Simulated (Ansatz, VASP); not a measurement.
One calculation of SrO, two programs

```
CELL_PARAMETERS angstrom
0.00000 2.79228 2.79228
2.64261 0.00000 2.79228
2.64261 2.79228 0.00000
ATOMIC_POSITIONS crystal
Sr 0.00000 0.00000 0.00000
O 0.25000 0.25000 0.25000
```

Change from the starting cell: uniaxial_x strain -5.4%.

Alike in both runs: task single point; functional r2SCAN; k mesh 8 × 8 × 8; no spin polarisation.

```csv
,VASP,Ansatz
version,VASP 6.6.1,Ansatz 0.2.0
potentials or method,"VASP PAW PBE potentials, release 64 (Sr_sv, O)","plane waves, PAW"
plane-wave cutoff (eV),520,500
occupations,"gaussian, width 0.01 eV",fixed
valence electrons in the cell,16,16
```

|  | VASP | Ansatz | Ansatz less VASP |
| --- | --- | --- | --- |
| gap on the k mesh at the Fermi level (eV) | 3.02 | 3.00 | -0.015 |
| pressure (GPa) | 4.5 | 3.9 | -0.60 |
| largest component of the traceless stress (GPa) | 0.08 | 0.04 | -0.034 |

Caveats: the PAW data sets were made with another functional, which shifts forces and pressure a little (VASP). A k mesh can miss the band edges.
